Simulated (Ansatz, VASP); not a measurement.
HfO2 in VASP and in Ansatz

```
Hf O
1.0
     4.75918    0.00000    0.00000
     0.00000    4.75918    0.00000
     0.00000    0.00000    3.15694
Hf O
2 4
Direct
  0.00000 0.00000 0.00000
  0.50000 0.50000 0.50000
  0.19482 0.80518 0.50000
  0.30518 0.30518 0.00000
  0.69482 0.69482 0.00000
  0.80518 0.19482 0.50000
```

Change from the starting cell: mode 4 frozen in at +0.000 Å, equal normal strain along x, y and z -0.0250.

Alike in both runs: task single point; functional PBE; k mesh 6 × 6 × 8; occupations gaussian, width 0.05 eV; no spin polarisation.

|  | VASP | Ansatz |
| --- | --- | --- |
| version | VASP 6.6.1 | Ansatz 0.2.0 |
| potentials or method | VASP PAW PBE potentials, release 64 (Hf_pv, O) | scalar-relativistic, plane waves, PAW |
| plane-wave cutoff (eV) | 520 | 520 |
| valence electrons in the cell | 44 | 76 |

```csv
,VASP,Ansatz,Ansatz less VASP
gap on the k mesh at the Fermi level (eV),4.14,4.20,+0.060
least direct gap on the mesh (eV),4.14,4.20,+0.060
pressure (GPa),15.9,19.1,+3.22
largest component of the traceless stress (GPa),3.05,3.56,+0.502
rms of the force components (eV/Å),0.105,0.132,+0.0264
```

Atom by atom the forces differ by 0.026 eV/Å (rms over components). The two sets of potentials don't hold the same shells in valence.

Caveats: so large a pressure means that the cell lies far from this level's equilibrium, or that cutoff or potentials fall short (VASP); spin-orbit coupling is left out, which moves the levels of the heavy elements. A k mesh can miss the band edges.
